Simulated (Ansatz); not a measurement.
Boron trifluoride + trifluoromethane → `FB(F)C(F)(F)F` + H–F  (formal exchange of groups at a B–F bond)

Computed with Ansatz on PBE0-D4/def2-TZVP structures; ΔE is electronic, products minus reactants. CCSD(T)/CBS adds triple-zeta CCSD(T) − MP2 to the extrapolated MP2 energy (def2 sets, frozen cores). This one scheme is used for every species. Functionals use def2-TZVPP.

Question: Is it downhill or uphill in electronic energy at CCSD(T)/CBS, and by how much? (Best estimate.)

Answer: Computed: Uphill: ΔE = +1.75 eV.

Question: What do these levels give: revPBE-D4, PBE0-D4, ωB97M-V, MP2/def2-SVP, HF/def2-TZVPP, SCS-MP2/def2-TZVPP? (An estimate is asked.)

Answer: The calculation gave: revPBE-D4 1.62, PBE0-D4 1.75, ωB97M-V 1.76, MP2/def2-SVP 1.98, HF/def2-TZVPP 2.08, SCS-MP2/def2-TZVPP 1.85 eV.

Largest T1 diagnostic among the species: 0.013.

At CCSD(T), def2-SVP lies +0.20 eV from the extrapolated value and def2-TZVPP +0.06 eV. In def2-TZVPP, CCSD(T) changes the Hartree–Fock value by −0.27 eV (the triples alone add −0.04 eV) and MP2 by −0.26 eV. From PBE to PBE0 (25 % exact exchange), in def2-TZVPP and without D4, ΔE moves by +0.08 eV.
